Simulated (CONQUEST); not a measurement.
Crystal: CsBr.

```
Cs Br
1.0
     4.32562    0.00000    0.00000
     0.00000    4.32562    0.00000
     0.00000    0.00000    4.32562
Cs Br
1 1
Cartesian
  0.0000 0.0000 0.0000
  2.1628 2.1628 2.1628
```

The cell comes from a database or a generator and needn't be the stable form of this composition.

```yaml
Program: CONQUEST 1.3
Task: single point
Functional: PBE
Potentials_or_basis: PseudoDojo NC PBE, DZP, grid cutoff 120 Ha
k_mesh: 6 × 6 × 6
Occupations: fermi-dirac, width 0.05 eV
Spin: no spin polarisation
```

On this cell: pressure 0.5 GPa; largest force zero by symmetry; band gap on the k mesh 4.46 eV, indirect (least direct gap 4.46 eV).

The same run follows on a disturbed copy (atoms moved at random, drawn with an rms of 0.05 Å):

```
Cs Br
1.0
     4.32562    0.00000    0.00000
     0.00000    4.32562    0.00000
     0.00000    0.00000    4.32562
Cs Br
1 1
Direct
  0.00118 0.99725 0.98646
  0.49719 0.49979 0.49267
```

Q: What does the disturbed cell give?

A: The energy moves by +0.2 meV/atom; pressure 0.5 GPa; largest force 0.033 eV/Å; band gap on the k mesh 4.46 eV, indirect (least direct gap 4.46 eV).

Forces on the atoms (eV/Å):
```
Cs  -0.015  0.009  0.023
Br   0.018 -0.009 -0.026
```

Caveats: spin-orbit coupling is left out, which moves the levels of the heavy elements; the basis of atomic orbitals isn't converged, which shifts pressures, moduli and gaps.

